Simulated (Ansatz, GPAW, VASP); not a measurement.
## HfN: programs and potentials compared

```xyz
2
Lattice="0.0000 2.2560 2.2560 2.2560 0.0000 2.2560 2.2560 2.2560 0.0000" Properties=species:S:1:pos:R:3 pbc="T T T"
Hf    0.0000    0.0000    0.0000
N     2.2560    2.2560    2.2560
```

Alike in all runs: task single point; functional PBE; k mesh 10 × 10 × 10; occupations gaussian, width 0.02 eV; no spin polarisation; no spin-orbit coupling. Pressure is positive in compression and, in plane waves, holds the error of the finite cutoff.

```tsv
program and potentials	plane-wave cutoff (eV)	notes	band gap (eV)	pressure (GPa)
GPAW, GPAW PAW data sets (gpaw-data 1.2.1)	800	8.5 valence electrons an atom on average	?	?
VASP, PBE PAW files Hf, N, 500 eV	500	4.5 valence electrons an atom on average	no gap	4.07
Ansatz, all-electron LAPW, scalar-relativistic	-	-	no gap	6.66
```

Question: Estimate from the other rows what the run with GPAW, GPAW PAW data sets (gpaw-data 1.2.1) gave.

Answer: No band gap; pressure 6.71 GPa. The other rows, which needn't bracket it: pressure 4.07 to 6.66.
